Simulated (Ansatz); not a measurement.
# Ruthenium, omega (AlB2-type) under m-r²SCAN: from relaxation to bulk modulus

Aim: take ruthenium in the omega (AlB2-type) structure, relax it, solve it on a dense k-mesh, then scale the cell to 7 volumes from 88 to 112 % of the relaxed one and try a fit of the equation of state. The start is ferromagnetic. The k-meshes are 9×9×12 for the relaxation; 11×11×16 for the dense run; 10×10×13 for the volumes.

Computed with Ansatz 0.2.0 (DFT m-r2SCAN, plane waves (500 eV) with PAW, scalar-relativistic; PAW files made under PBE, frozen cores solved again for the functional; m-r²SCAN is r²SCAN on the gauge-invariant kinetic-energy density, unless a step says otherwise).

### Step 1. The structure to begin with

The structure is hexagonal, space group P6/mmm (No. 191). The conventional cell has a = 4.247 Å, b = 4.247 Å, c = 2.603 Å, α = 90.00°, β = 90.00°, γ = 120.00°. Ru (site symmetry 6/mmm) is surrounded by 14 Ru at 2.60 to 2.78 Å. Around Ru (site symmetry -6m2) lie 11 Ru at 2.45 to 2.78 Å.

Coordinates:

```
Ru
1.0
     4.24692    0.00000    0.00000
    -2.12346    3.67794    0.00000
     0.00000    0.00000    2.60336
Ru
3
Direct
  0.00000 0.00000 0.00000
  0.33333 0.66667 0.50000
  0.66667 0.33333 0.50000
```

The atoms start with moments of +1 ×3 μB.

### Step 2. Geometry optimisation

The input, input.yaml:

```yaml
crystal:
  lattice:
    - [4.2469224303, 0.0, 0.0]
    - [-2.1234612151, 3.6779427125, 0.0]
    - [0.0, 0.0, 2.6033634498]
  atoms:
    - { symbol: Ru, position: [0.0, 0.0, 0.0], spin: 1.0 }
    - { symbol: Ru, position: [0.3333333333, 0.6666666667, 0.5], spin: 1.0 }
    - { symbol: Ru, position: [0.6666666667, 0.3333333333, 0.5], spin: 1.0 }
hamiltonian:
  xc: mr2scan
  pseudopotentials:
    kind: paw
    azcp:
      Ru: "pseudopotentials/Ru.paw.azcp"
basis:
  ecutwfc: 500
  fft_grid_basis: typed
kpoints:
  mp_grid: { grid: [9, 9, 12], shift: [0, 0, 0] }
magnetization:
  spin_polarized: true
scf:
  occupations: { method: fermi_dirac, width: 0.05 }
relax:
  max_steps: 60
  f_tol: 0.01
  cell: {}
output:
  write_density: true
  write_potential: true
  elf: true
  volumetric_format: npy
```

On the command line:

```console
$ ansatz run input.yaml --threads 2 --pin off --max-ram 6144MiB --backend cpu --events-out ev --progress --plain --runs-dir out
```

The log of the run (excerpt; [...] marks lines left out):

```text
Warning: RAYON_NUM_THREADS=2 ignored (pool sized by the plan → 2); use --threads N
[...]
Pseudopotentials: kind: paw
Pseudopotential: Ru, paw, valence charge 16, recommended cutoff 500 eV (meta_gga), <dir>
Functional definition: m-r2SCAN
[...]
Crystal: 3 atoms, lattice volume = 40.664 Å³
Basis set: ecut = 500 eV, 1023 PW (Γ), exchange–correlation on 128×128×80 points (64 copies of the dense FFT grid, shifted against one another)
Bands: 31, of which v1, the nominal top of the filled ones, is band 24 counted from 1 (23 counted from 0)
Symmetry: 24 space group operations
Space group: P6/mmm (ITA 191), of the structure as read, at distance tolerance 3.4e-5 Å
Magnetic group: BNS 191.233 (UNI 1463), of the structure as read, at distance tolerance 3.4e-5 Å
k-points: 84 of 972
[...]
Starting moments: Σ|m| = 3 μB on 3 of 3 sites
[...]
SCF iter   1: F=—  HF=-17673.327285 eV  |F-HF|=—  |Δ(HF+E_count)|=         —  Δρ=7.18e-2 (↑7.18e-2 ↓4.52e-2)  dr2=4.75e0  dr2_τ=5.68e-2  dr2_m=2.09e-1  M=1.641 μB ∫|m|=1.641 μB  β_m=0.66  ethr=3.10e-3  ⟨swp⟩=5.2  Hψ=18951  notcnv=0
[...]
WARN: the starting moments were not kept: the SCF closed with an absolute magnetisation of 2.4e-6 μB, where they sum to 3 μB in size (3 sites). That is at most 0.1 of that sum. Measured as dr2_m measures the in/out step, that magnetisation stands 1.6e-12 eV from none, at or under the [...]
relax step   1: F+E_penalty+E_count = -17671.29438384 eV  Δ(F+E_penalty+E_count) = +0.000e0 eV  max|allowed force component| = 6.476e-17 eV/Å  Δτ_max = 0.0000 Å  P = +6.043 GPa  Ω = 40.664 Å³  (21 SCF iters, accepted)
[...]
Stability not checked: this state was not tested for a lower state beside it, because the mixer in use, unlike msr1, does not test its closes by its own steps (another_mixer; see scf.mixing.algorithm and scf.lower_state_search)
Magnetization: 0.0000 μB (24.0000 up, 24.0000 down)
Absolute magnetization: 0.0000 μB (∫|ρ↑−ρ↓|, with the PAW one-centre terms)
Spin contamination: 0.0000 ħ² per cell (⟨S²⟩ above its minimum at these occupations)
Per-site moments (μB) at R_I (Å): [(2.533550602806561e-9, 1.0988455940665254), (-1.542555917833715e-10, 1.0096004599624036), (-1.5425538648260207e-10, 1.0096004599624036)]
Free energy (F): -17671.332572 eV
[...]
E sigma→0 (E₀):  -17671.318962 eV
Entropy (-TS):   -0.027220 eV (-9.073 meV/atom)
Fermi energy:    23.099574 eV
[...]
--- Forces (eV/Å), atoms counted from 1 ---
  atom   1  Ru     0.00000000     0.00000000     0.00000000
  atom   2  Ru     0.00000000     0.00000000     0.00000000
  atom   3  Ru    -0.00000000    -0.00000000     0.00000000
[...]
--- Stress (GPa, compression-positive) ---
        0.007453       0.000000       0.000000
        0.000000       0.007453       0.000000
        0.000000       0.000000       0.022612
  P = ⅓ Tr σ = 0.0125 GPa (0.125 kbar)
--- Band table (eV; the first three rows and the last of 168) ---
[...]
--- Relaxed structure (5 steps of the walk, 5 accepted, 1 SCFs on fresh bases) ---
  F+E_penalty+E_count = -17671.33257215 eV   max|allowed force component| = 5.551e-17 eV/Å   (the final SCF, on the basis selected at the relaxed cell)
  cell:  # Å, volume = 41.4587 Å³
    - [4.2392225260601, -2.881511671318873e-11, 0.0]
    - [-2.1196112630050954, 3.671274399877694, 0.0]
    - [0.0, 0.0, 2.66386810682794]
  atoms:
    - { symbol: Ru, position: [-2.717052836173861e-35, -1.0472865375673897e-34, 0.0] }
    - { symbol: Ru, position: [0.3333333333333333, 0.6666666666666665, 0.5] }
    - { symbol: Ru, position: [0.6666666666666666, 0.33333333333333326, 0.5] }
```

Run time: 2 min. Hardware: 2 threads of Arm Neoverse V2, shared host; peak memory 0.56 GiB.

The walk, from the log:

```tsv
step	energy change (meV/atom)	largest force (eV/Å)	pressure (GPa)	volume (Å³/atom)
1	0.00	0.0000	6.04	13.555
2	-6.27	0.0000	-5.75	14.096
3	-12.43	0.0000	-0.76	13.853
4	-12.53	0.0000	0.01	13.819
5	-12.53	0.0000	0.00	13.820
6	-12.73	0.0000	0.01	13.820
```

Steps that repeat a cell are solved on a basis chosen anew, so their changes of energy are no gain of the relaxation.

Changes in the cell that was computed:

|  | before | after | change |
| --- | --- | --- | --- |
| a (Å) | 4.247 | 4.239 | -0.2 % |
| b (Å) | 4.247 | 4.239 | -0.2 % |
| c (Å) | 2.603 | 2.664 | +2.3 % |
| volume (Å³/atom) | 13.555 | 13.820 | +2.0 % |
| shortest distance (Å) | 2.452 | 2.448 | -0.2 % |
| space group (spins left aside) | P6/mmm | P6/mmm | same |

### Step 3. Dense single point

The input, input.yaml:

```yaml
crystal:
  lattice:
    - [4.2392225261, 0.0, 0.0]
    - [-2.119611263, 3.6712743999, 0.0]
    - [0.0, 0.0, 2.6638681068]
  atoms:
    - { symbol: Ru, position: [1.0, 1.0, 0.0], spin: 1.0 }
    - { symbol: Ru, position: [0.3333333333, 0.6666666667, 0.5], spin: 1.0 }
    - { symbol: Ru, position: [0.6666666667, 0.3333333333, 0.5], spin: 1.0 }
hamiltonian:
  xc: mr2scan
  pseudopotentials:
    kind: paw
    azcp:
      Ru: "pseudopotentials/Ru.paw.azcp"
basis:
  ecutwfc: 500
  fft_grid_basis: typed
kpoints:
  mp_grid: { grid: [11, 11, 16], shift: [0, 0, 0] }
magnetization:
  spin_polarized: true
scf:
  occupations: { method: fermi_dirac, width: 0.05 }
output:
  write_density: true
  write_potential: true
  elf: true
  volumetric_format: npy
```

On the command line:

```console
$ ansatz run input.yaml --threads 2 --pin off --max-ram 6144MiB --backend cpu --events-out ev --progress --plain --runs-dir out
```

The log of the run (excerpt; [...] marks lines left out):

```text
Warning: RAYON_NUM_THREADS=2 ignored (pool sized by the plan → 2); use --threads N
[...]
[... 3 set-up lines as earlier in the session ...]
[...]
Crystal: 3 atoms, lattice volume = 41.459 Å³
Basis set: ecut = 500 eV, 1047 PW (Γ), exchange–correlation on 128×128×80 points (64 copies of the dense FFT grid, shifted against one another)
Bands: 31, of which v1, the nominal top of the filled ones, is band 24 counted from 1 (23 counted from 0)
[... 1 set-up line as earlier in the session ...]
Space group: P6/mmm (ITA 191), of the structure as read, at distance tolerance 3.5e-5 Å
Magnetic group: BNS 191.233 (UNI 1463), of the structure as read, at distance tolerance 3.5e-5 Å
k-points: 144 of 1936
[...]
Starting moments: Σ|m| = 3 μB on 3 of 3 sites
[...]
WARN: the starting moments were not kept: the SCF closed with an absolute magnetisation of 6.5e-6 μB, where they sum to 3 μB in size (3 sites). That is at most 0.1 of that sum. Measured as dr2_m measures the in/out step, that magnetisation stands 9.8e-12 eV from none, at or under the [...]
this state was not tested for a lower state beside it, because the mixer in use, unlike msr1, does not test its closes by its own steps (another_mixer; see scf.mixing.algorithm and scf.lower_state_search)
SCF converged after 21 iterations
Magnetization: -0.0000 μB (24.0000 up, 24.0000 down)
Absolute magnetization: 0.0000 μB (∫|ρ↑−ρ↓|, with the PAW one-centre terms)
Spin contamination: 0.0000 ħ² per cell (⟨S²⟩ above its minimum at these occupations)
Per-site moments (μB) at R_I (Å): [(3.097370917093868e-7, 1.098845594055), (-2.6330768844492043e-6, 1.009600459972203), (-2.6330768843304744e-6, 1.009600459972203)]
Free energy (F): -17671.323863 eV
[...]
E sigma→0 (E₀):  -17671.309182 eV
Entropy (-TS):   -0.029362 eV (-9.787 meV/atom)
Fermi energy:    23.068145 eV
[...]
--- Band table (eV; the first three rows and the last of 288) ---
[...]
```

Run time: 43 s. Hardware: 2 threads of Arm Neoverse V2, shared host; peak memory 0.62 GiB.

Density in a lattice plane of the grid's cell (edges 4.24 and 4.24 Å, at 0.500 of the third edge), which holds Ru. It is the smooth density of the valence electrons, not physical close to the nuclei.

Ten even steps from '0' (0.28 e/Å³) to '9' (9.91 e/Å³):
```
000000000000000000000000
000000000011100000000000
000000012233210000000000
000000135665310000000000
000002468886410000000000
000024799986310000000000
000136899975200000000000
000246899752100000000000
000246776421000001111000
000123432100000123432100
000011110000012467764200
000000000000125799864200
000000000000257999863100
000000000001368999742000
000000000001468886420000
000000000001356653100000
000000000001233221000000
000000000000111000000000
000000000000000000000000
000000000000000000000000
```
Columns run along the first of these edges and rows up along the second, over one cell in 24 and 20 even steps from the bottom left corner. Atoms in the plane (fractional): Ru at (0.33, 0.67), Ru at (0.67, 0.33).

### Step 4. The cell scaled to 88 % of its volume

The input, input.yaml:

```yaml
crystal:
  lattice:
    - [4.062378998, 0.0, 0.0]
    - [-2.031189499, 3.5181234121, 0.0]
    - [0.0, 0.0, 2.5527421087]
  atoms:
    - { symbol: Ru, position: [1.0, 1.0, 0.0], spin: 1.0 }
    - { symbol: Ru, position: [0.3333333333, 0.6666666667, 0.5], spin: 1.0 }
    - { symbol: Ru, position: [0.6666666667, 0.3333333333, 0.5], spin: 1.0 }
hamiltonian:
  xc: mr2scan
  pseudopotentials:
    kind: paw
    azcp:
      Ru: "pseudopotentials/Ru.paw.azcp"
basis:
  ecutwfc: 500
  fft_grid_basis: typed
kpoints:
  mp_grid: { grid: [10, 10, 13], shift: [0, 0, 0] }
magnetization:
  spin_polarized: true
scf:
  occupations: { method: fermi_dirac, width: 0.05 }
  lower_state_search: "off"
output:
  stress: true
```

On the command line:

```console
$ ansatz run input.yaml --threads 2 --pin off --max-ram 6144MiB --backend cpu --events-out ev --progress --plain --runs-dir out
```

The log of the run (excerpt; [...] marks lines left out):

```text
Warning: RAYON_NUM_THREADS=2 ignored (pool sized by the plan → 2); use --threads N
[...]
[... 3 set-up lines as earlier in the session ...]
[...]
Crystal: 3 atoms, lattice volume = 36.484 Å³
Basis set: ecut = 500 eV, 939 PW (Γ), exchange–correlation on 120×120×80 points (64 copies of the dense FFT grid, shifted against one another)
Bands: 31, of which v1, the nominal top of the filled ones, is band 24 counted from 1 (23 counted from 0)
[... 1 set-up line as earlier in the session ...]
Space group: P6/mmm (ITA 191), of the structure as read, at distance tolerance 3.3e-5 Å
Magnetic group: BNS 191.233 (UNI 1463), of the structure as read, at distance tolerance 3.3e-5 Å
k-points: 98 of 1300
[...]
Starting moments: Σ|m| = 3 μB on 3 of 3 sites
[...]
WARN: the starting moments were not kept: the SCF closed with an absolute magnetisation of 3.6e-5 μB, where they sum to 3 μB in size (3 sites). That is at most 0.1 of that sum. Measured as dr2_m measures the in/out step, that magnetisation stands 2.9e-10 eV from none, at or under the [...]
this state was not tested for a lower state beside it, because the mixer in use, unlike msr1, does not test its closes by its own steps (another_mixer; see scf.mixing.algorithm and scf.lower_state_search)
SCF converged after 20 iterations
Magnetization: -0.0000 μB (24.0000 up, 24.0000 down)
Absolute magnetization: 0.0000 μB (∫|ρ↑−ρ↓|, with the PAW one-centre terms)
Spin contamination: 0.0000 ħ² per cell (⟨S²⟩ above its minimum at these occupations)
Per-site moments (μB) at R_I (Å): [(8.584744742709298e-6, 1.05300611983875), (-1.1910766207532579e-5, 0.9674839383231514), (-1.1910766207532576e-5, 0.9674839383231514)]
Free energy (F): -17670.570704 eV
[...]
E sigma→0 (E₀):  -17670.560742 eV
Entropy (-TS):   -0.019925 eV (-6.642 meV/atom)
Fermi energy:    26.992050 eV
[...]
--- Stress (GPa, compression-positive) ---
       57.138027       0.000000       0.000000
        0.000000      57.138027       0.000000
        0.000000       0.000000      51.472468
  P = ⅓ Tr σ = 55.2495 GPa (552.495 kbar)
```

It took 28 s on 2 threads of Arm Neoverse V2, shared host; peak memory 0.51 GiB.

### Step 5. The cell scaled to 92 % of its volume

Changes to input.yaml since step 4:

```diff
@@ -2,5 +2,5 @@
   lattice:
-    - [4.062378998, 0.0, 0.0]
-    - [-2.031189499, 3.5181234121, 0.0]
-    - [0.0, 0.0, 2.5527421087]
+    - [4.1230204607, 0.0, 0.0]
+    - [-2.0615102303, 3.5706404593, 0.0]
+    - [0.0, 0.0, 2.5908483552]
   atoms:
```

On the command line:

```console
$ ansatz run input.yaml --threads 2 --pin off --max-ram 6144MiB --backend cpu --events-out ev --progress --plain --runs-dir out
```

The log of the run (excerpt; [...] marks lines left out):

```text
Warning: RAYON_NUM_THREADS=2 ignored (pool sized by the plan → 2); use --threads N
[...]
[... 3 set-up lines as earlier in the session ...]
[...]
Crystal: 3 atoms, lattice volume = 38.142 Å³
Basis set: ecut = 500 eV, 951 PW (Γ), exchange–correlation on 128×128×80 points (64 copies of the dense FFT grid, shifted against one another)
Bands: 31, of which v1, the nominal top of the filled ones, is band 24 counted from 1 (23 counted from 0)
[... 2 set-up lines as earlier in the session ...]
Magnetic group: BNS 191.233 (UNI 1463), of the structure as read, at distance tolerance 3.4e-5 Å
k-points: 98 of 1300
[...]
Starting moments: Σ|m| = 3 μB on 3 of 3 sites
[...]
WARN: the starting moments were not kept: the SCF closed with an absolute magnetisation of 8.0e-6 μB, where they sum to 3 μB in size (3 sites). That is at most 0.1 of that sum. Measured as dr2_m measures the in/out step, that magnetisation stands 1.4e-11 eV from none, at or under the [...]
this state was not tested for a lower state beside it, because the mixer in use, unlike msr1, does not test its closes by its own steps (another_mixer; see scf.mixing.algorithm and scf.lower_state_search)
SCF converged after 20 iterations
Magnetization: 0.0000 μB (24.0000 up, 24.0000 down)
Absolute magnetization: 0.0000 μB (∫|ρ↑−ρ↓|, with the PAW one-centre terms)
Spin contamination: 0.0000 ħ² per cell (⟨S²⟩ above its minimum at these occupations)
Per-site moments (μB) at R_I (Å): [(-3.310195993345776e-6, 1.06872494652), (9.40463401541885e-7, 0.9819261263060177), (9.404634015962464e-7, 0.9819261263060177)]
Free energy (F): -17671.020197 eV
[...]
E sigma→0 (E₀):  -17671.009813 eV
Entropy (-TS):   -0.020767 eV (-6.922 meV/atom)
Fermi energy:    25.578378 eV
[...]
--- Stress (GPa, compression-positive) ---
       33.467542       0.000000       0.000000
        0.000000      33.467542       0.000000
        0.000000       0.000000      30.491051
  P = ⅓ Tr σ = 32.4754 GPa (324.754 kbar)
```

It took 29 s on 2 threads of Arm Neoverse V2, shared host; peak memory 0.53 GiB.

### Step 6. The cell scaled to 96 % of its volume

Changes to input.yaml since step 5:

```diff
@@ -2,5 +2,5 @@
   lattice:
-    - [4.1230204607, 0.0, 0.0]
-    - [-2.0615102303, 3.5706404593, 0.0]
-    - [0.0, 0.0, 2.5908483552]
+    - [4.1819287118, 0.0, 0.0]
+    - [-2.0909643559, 3.6216565013, 0.0]
+    - [0.0, 0.0, 2.6278654758]
   atoms:
```

On the command line:

```console
$ ansatz run input.yaml --threads 2 --pin off --max-ram 6144MiB --backend cpu --events-out ev --progress --plain --runs-dir out
```

The log of the run (excerpt; [...] marks lines left out):

```text
Warning: RAYON_NUM_THREADS=2 ignored (pool sized by the plan → 2); use --threads N
[...]
[... 3 set-up lines as earlier in the session ...]
[...]
Crystal: 3 atoms, lattice volume = 39.800 Å³
Basis set: ecut = 500 eV, 1011 PW (Γ), exchange–correlation on 128×128×80 points (64 copies of the dense FFT grid, shifted against one another)
Bands: 31, of which v1, the nominal top of the filled ones, is band 24 counted from 1 (23 counted from 0)
[... 2 set-up lines as earlier in the session ...]
Magnetic group: BNS 191.233 (UNI 1463), of the structure as read, at distance tolerance 3.4e-5 Å
k-points: 98 of 1300
[...]
Starting moments: Σ|m| = 3 μB on 3 of 3 sites
[...]
WARN: the starting moments were not kept: the SCF closed with an absolute magnetisation of 1.5e-5 μB, where they sum to 3 μB in size (3 sites). That is at most 0.1 of that sum. Measured as dr2_m measures the in/out step, that magnetisation stands 3.3e-11 eV from none, at or under the [...]
this state was not tested for a lower state beside it, because the mixer in use, unlike msr1, does not test its closes by its own steps (another_mixer; see scf.mixing.algorithm and scf.lower_state_search)
SCF converged after 20 iterations
Magnetization: -0.0000 μB (24.0000 up, 24.0000 down)
Absolute magnetization: 0.0000 μB (∫|ρ↑−ρ↓|, with the PAW one-centre terms)
Spin contamination: 0.0000 ħ² per cell (⟨S²⟩ above its minimum at these occupations)
Per-site moments (μB) at R_I (Å): [(3.4175958377263796e-6, 1.0839945087675003), (-3.87302313218525e-6, 0.9959555378484708), (-3.8730231325331866e-6, 0.9959555378484708)]
Free energy (F): -17671.259088 eV
[...]
E sigma→0 (E₀):  -17671.248118 eV
Entropy (-TS):   -0.021938 eV (-7.313 meV/atom)
Fermi energy:    24.280432 eV
[...]
--- Stress (GPa, compression-positive) ---
       14.664469      -0.000000       0.000000
       -0.000000      14.664469       0.000000
        0.000000       0.000000      13.801219
  P = ⅓ Tr σ = 14.3767 GPa (143.767 kbar)
```

Run time: 30 s. Hardware: 2 threads of Arm Neoverse V2, shared host; peak memory 0.54 GiB.

### Step 7. The cell scaled to 100 % of its volume

Changes to input.yaml since step 6:

```diff
@@ -2,5 +2,5 @@
   lattice:
-    - [4.1819287118, 0.0, 0.0]
-    - [-2.0909643559, 3.6216565013, 0.0]
-    - [0.0, 0.0, 2.6278654758]
+    - [4.2392225261, 0.0, 0.0]
+    - [-2.119611263, 3.6712743999, 0.0]
+    - [0.0, 0.0, 2.6638681068]
   atoms:
```

On the command line:

```console
$ ansatz run input.yaml --threads 2 --pin off --max-ram 6144MiB --backend cpu --events-out ev --progress --plain --runs-dir out
```

The log of the run (excerpt; [...] marks lines left out):

```text
Warning: RAYON_NUM_THREADS=2 ignored (pool sized by the plan → 2); use --threads N
[...]
[... 3 set-up lines as earlier in the session ...]
[...]
Crystal: 3 atoms, lattice volume = 41.459 Å³
Basis set: ecut = 500 eV, 1047 PW (Γ), exchange–correlation on 128×128×80 points (64 copies of the dense FFT grid, shifted against one another)
Bands: 31, of which v1, the nominal top of the filled ones, is band 24 counted from 1 (23 counted from 0)
[... 2 set-up lines as earlier in the session ...]
Magnetic group: BNS 191.233 (UNI 1463), of the structure as read, at distance tolerance 3.5e-5 Å
k-points: 98 of 1300
[...]
Starting moments: Σ|m| = 3 μB on 3 of 3 sites
[...]
WARN: the starting moments were not kept: the SCF closed with an absolute magnetisation of 5.8e-5 μB, where they sum to 3 μB in size (3 sites). That is at most 0.1 of that sum. Measured as dr2_m measures the in/out step, that magnetisation stands 7.2e-10 eV from none, at or under the [...]
this state was not tested for a lower state beside it, because the mixer in use, unlike msr1, does not test its closes by its own steps (another_mixer; see scf.mixing.algorithm and scf.lower_state_search)
SCF converged after 20 iterations
Magnetization: 0.0000 μB (24.0000 up, 24.0000 down)
Absolute magnetization: 0.0001 μB (∫|ρ↑−ρ↓|, with the PAW one-centre terms)
Spin contamination: 0.0000 ħ² per cell (⟨S²⟩ above its minimum at these occupations)
Per-site moments (μB) at R_I (Å): [(-1.845502139116065e-5, 1.098845594055), (1.774308646620032e-5, 1.009600459972203), (1.7743086466024983e-5, 1.009600459972203)]
Free energy (F): -17671.330648 eV
[...]
E sigma→0 (E₀):  -17671.318960 eV
Entropy (-TS):   -0.023376 eV (-7.792 meV/atom)
Fermi energy:    23.084472 eV
[...]
--- Stress (GPa, compression-positive) ---
       -0.269838      -0.000000       0.000000
       -0.000000      -0.269838       0.000000
        0.000000       0.000000       0.555312
  P = ⅓ Tr σ = 0.0052 GPa (0.052 kbar)
```

It took 30 s on 2 threads of Arm Neoverse V2, shared host; peak memory 0.54 GiB.

(Part 1 of 2 ends here.)
